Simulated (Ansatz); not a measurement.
`O=CB(F)F` + `CC(=O)O` → `CC(=O)OB(F)F` + `C=O` at 700 K and 1 bar (ligand exchange at a B–C bond).

Isolated molecules relaxed with PBE0-D4/def2-TZVP in Ansatz; ΔE leaves out vibrations. CCSD(T)/CBS adds triple-zeta CCSD(T) − MP2 to the extrapolated MP2 energy (def2 sets, frozen cores). This one scheme is used for every species. Each species was taken in one conformer, which may not be the lowest.

| species | CCSD(T)/CBS energy (Eh) | H − E (kJ/mol) | S (J/(mol·K)) |
| --- | --- | --- | --- |
| `O=CB(F)F` | -338.29791 | 125.4 | 381.2 |
| `CC(=O)O` | -228.87529 | 215.3 | 365.4 |
| `CC(=O)OB(F)F` | -452.81860 | 240.5 | 476.8 |
| `C=O` | -114.39408 | 97.4 | 254.3 |

H − E and S are ideal-gas, rigid-rotor, harmonic terms from PBE0-D4/def2-TZVP, for one conformer and one mirror image of each species. 1 Eh = 2625.50 kJ/mol, R = 8.31446 J/(mol·K).

Task: By hand: ΔE, ΔH, ΔS and ΔG.

Result: ΔE = (-452.81860) + (-114.39408) − (-338.29791) − (-228.87529) = -0.03948 Eh = -103.7 kJ/mol. Δ(H − E) = 240.5 + 97.4 − 125.4 − 215.3 = -2.8, so ΔH = -106.5 kJ/mol. ΔS = 476.8 + 254.3 − 381.2 − 365.4 = -15.5 J/(mol·K). ΔG = -106.5 − 700 × (-15.5)/1000 = -95.7 kJ/mol.

Task: By hand: the equilibrium constant, and the temperature at which ΔG would vanish if ΔH and ΔS stayed fixed.

Result: log₁₀ K = −ΔG/(RT ln 10) = 7.1. ΔG = 0 at ΔH/ΔS = 6871 K, far beyond where these terms or the molecules hold.

ΔH outweighs TΔS. A doubt of 5 kJ/mol in ΔE shifts log₁₀ K by 0.4 here. Other conformers and mirror images would add mixing entropy, several J/(mol·K) or more a flexible species. Modes under 60 cm⁻¹, often nearly free rotors, make the harmonic entropy too high. These are equilibria of isolated gas molecules and say nothing of rates. Largest T1 diagnostic: 0.015 (customary marks: 0.02 for closed shells, 0.045 for open ones).
